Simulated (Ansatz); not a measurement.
Input and command of a calculation in Ansatz (plane waves; scalar-relativistic PAW potentials unless the input names others):

```yaml
crystal:
  lattice:
    - [5.0310318096, 0.0, 0.0]
    - [0.0, 5.0310318096, 0.0]
    - [0.0, 0.0, 7.0106427619]
  atoms:
    - { symbol: Si, position: [0.7977057924, 0.7977057924, 0.5] }
    - { symbol: Si, position: [0.7022942076, 0.2977057924, 0.25] }
    - { symbol: Si, position: [0.2022942076, 0.2022942076, 0.0] }
    - { symbol: Si, position: [0.2977057924, 0.7022942076, 0.75] }
    - { symbol: O, position: [0.2602933157, 0.3988188958, 0.8219652075] }
    - { symbol: O, position: [0.1011811042, 0.7602933157, 0.5719652075] }
    - { symbol: O, position: [0.7397066843, 0.6011811042, 0.3219652075] }
    - { symbol: O, position: [0.8988188958, 0.2397066843, 0.0719652075] }
    - { symbol: O, position: [0.7602933157, 0.1011811042, 0.4280347925] }
    - { symbol: O, position: [0.6011811042, 0.7397066843, 0.6780347925] }
    - { symbol: O, position: [0.2397066843, 0.8988188958, 0.9280347925] }
    - { symbol: O, position: [0.3988188958, 0.2602933157, 0.1780347925] }
basis:
  ecutwfc: 420
kpoints:
  mp_grid: { grid: [6, 6, 4] }
hamiltonian:
  xc: pbesol
scf:
  occupations: { method: gaussian, width: 0.02 }
  mixing: { preconditioner: none }
output:
  forces: true
  eigenvalues: true
  stress: true
```

```bash
ansatz run input.yaml --threads 2 --pin off --max-ram 5120MiB --backend cpu --events-out ev --progress --plain --runs-dir out
```

Abridged log:
```
Pseudopotentials: kind: paw
Pseudopotential: Si, paw, valence charge 4, recommended cutoff 420 eV (normal)
Pseudopotential: O, paw, valence charge 6, recommended cutoff 420 eV (normal)
Functional definition: PBEsol
Crystal: 12 atoms, lattice volume = 177.448 Å³
Basis set: ecut = 420 eV, 3491 PW (Γ), exchange–correlation on 72×72×96 points (8 copies of the dense FFT grid, shifted against one another)
Bands: 44, of which v1, the nominal top of the filled ones, is band 32 counted from 1 (31 counted from 0)
Symmetry: 8 space group operations
Space group: P43212 (ITA 96), of the structure as read, at distance tolerance 5.6e-5 Å
k-points: 30 of 144 (time reversal used)
Initial density: superposition of atomic densities (neutral atoms: chi_scale 0, normalization atom), corrected by the library's trained network
Initial wavefunctions: pseudopotential atomic-orbital guess
Functional: x = pbesol(κ = 0.804, μ = 0.12345679), c = pbesol(β = 0.046)
SCF iter   1: F=—  HF=-6986.502402 eV  |F-HF|=—  |Δ(HF+E_count)|=         —  Δρ=1.06e-2  dr2=1.48e-1  ethr=1.77e-3  ⟨swp⟩=7.5  Hψ=6900  notcnv=0  defer=28
SCF iter   2: F=—  HF=-6986.467491 eV  |F-HF|=—  |Δ(HF+E_count)|=   3.49e-2  Δρ=4.09e-3  dr2=1.87e-2  ethr=2.32e-4  ⟨swp⟩=2.8  Hψ=2676  notcnv=0  defer=166
SCF iter   3: F=—  HF=-6986.461730 eV  |F-HF|=—  |Δ(HF+E_count)|=   5.76e-3  Δρ=4.70e-4  dr2=1.18e-4  ethr=2.92e-5  ⟨swp⟩=2.1  Hψ=2072  notcnv=0  defer=76
automatic band count: iteration 3 solves 41 bands in place of 44: the levels show a gap, and the empty bands left out lie too high to hold charge; the band table lists the bands solved (type scf.n_extra_bands for more)
SCF iter   4: F=—  HF=-6986.462198 eV  |F-HF|=—  |Δ(HF+E_count)|=   4.68e-4  Δρ=8.26e-5  dr2=9.41e-6  ethr=1.85e-7  ⟨swp⟩=2.0  Hψ=2267  notcnv=0  defer=76
SCF iter   5: F=—  HF=-6986.462607 eV  |F-HF|=—  |Δ(HF+E_count)|=   4.08e-4  Δρ=1.26e-5  dr2=1.56e-7  ethr=1.47e-8  ⟨swp⟩=2.5  Hψ=2174  notcnv=0  defer=76
SCF iter   6: F=-6986.462607 eV  HF=-6986.462607 eV  |F-HF|=1.31e-9  |Δ(HF+E_count)|=   4.41e-8  Δρ=1.32e-6  dr2=1.21e-9  ethr=1.56e-10  ⟨swp⟩=10.6  Hψ=5618  notcnv=0
SCF 1 converged in 6 iterations: F = -6986.462607 eV  dr2 = 1.21e-9
SCF converged after 6 iterations
Free energy (F): -6986.462607 eV
Harris-Foulkes:  -6986.462607 eV  (|F-HF|=1.31e-9)
Internal energy: -6986.462607 eV  (E = F + TS)
E sigma→0 (E₀):  -6986.462607 eV
Fermi energy:    3.855281 eV
--- Forces (eV/Å), atoms counted from 1 ---
  atom   1  Si     0.00058794     0.00058794     0.00000000
  atom   2  Si    -0.00058794     0.00058794     0.00000000
  atom   3  Si    -0.00058794    -0.00058794     0.00000000
  atom   4  Si     0.00058794    -0.00058794     0.00000000
  atom   5  O     -0.00072166    -0.00110749     0.00272022
  atom   6  O      0.00110749    -0.00072166     0.00272022
  atom   7  O      0.00072166     0.00110749     0.00272022
  atom   8  O     -0.00110749     0.00072166     0.00272022
  atom   9  O     -0.00072166     0.00110749    -0.00272022
  atom  10  O      0.00110749     0.00072166    -0.00272022
  atom  11  O      0.00072166    -0.00110749    -0.00272022
  atom  12  O     -0.00110749    -0.00072166    -0.00272022
--- Stress (GPa, compression-positive) ---
       -0.004195       0.000000       0.000000
        0.000000      -0.004195       0.000000
        0.000000       0.000000       0.013284
  P = ⅓ Tr σ = 0.0016 GPa (0.016 kbar)
```

Apart from outputs, empty bands and the relaxation, which only the reference makes, the input differs from a reference run on usual settings in scf.mixing.preconditioner: not typed → "none". The reference, at the same geometry, ended its own course with pressure 0.00 GPa, largest force 0.003 eV/Å, gap on the mesh 5.57 eV. This run converged in 6 SCF iterations with an energy at zero smearing within 0.01 meV/atom of the reference's, pressure 0.00 GPa, largest force 0.003 eV/Å, gap on the mesh 5.57 eV.

It took 8.7 s on 2 threads of Arm Neoverse V2, with other jobs on the host, peak memory 0.43 GiB.